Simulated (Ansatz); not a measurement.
# Zone-centre phonons of TlBr at 18 GPa: input and output

Computed with DFT LDA, scalar-relativistic, plane waves, PAW in Ansatz.

Launched with:
```bash
ansatz run input.yaml --threads 1 --pin off --max-ram 1228MiB --backend cpu --events-out ev --progress --plain --runs-dir out
```

Input (bare energies are in eV):
```yaml
crystal:
  lattice:
    - [3.5062831573, 0.0, 0.0]
    - [0.0, 3.5062831573, 0.0]
    - [0.0, 0.0, 3.5062831573]
  atoms:
    - { symbol: Tl, position: [0.0, 0.0, 0.0] }
    - { symbol: Br, position: [0.5, 0.5, 0.5] }
basis:
  ecutwfc: 420
kpoints:
  mp_grid: { grid: [12, 12, 12] }
hamiltonian:
  xc: lda
scf:
  occupations: { method: fermi_dirac, width: 0.15 }
output:
  eigenvalues: true
phonons:
  method: dfpt
  eigenvectors: true
```

Results section of the output:
```
--- Phonons (Γ-DFPT): 2 representative perturbations + reference, on 196 of 1728 k-points (Σ response iterations 6) ---
  k mesh reduced under 8 symmetry operations, with k and −k counted as one. Each operation leaves every solved perturbation unchanged. A smaller set is not used because it would not reduce the number of displacements ...
  ASR residual: 2.989e-5 → 0.000e0 eV/Å²; symmetrization residual: 8.170e-6 eV/Å²
  ASR residual per site (eV/Å²): 2.01e-5 2.99e-5
  Γ frequencies (cm⁻¹): 0.00 0.00 0.00 119.05 119.05 119.05
  non-analytic LO–TO correction: not included (Born effective charges unavailable; polar crystals: no LO–TO splitting at Γ)
```

The run took 45 s on 1 thread of Arm Neoverse N1 (shared host), peak memory 0.62 GiB.

In a metal, frequencies and elastic constants depend on the k mesh and the smearing, soft modes and shear constants most. Spin–orbit coupling is left out, which matters for heavy elements. A semilocal functional can close a gap that the real compound has.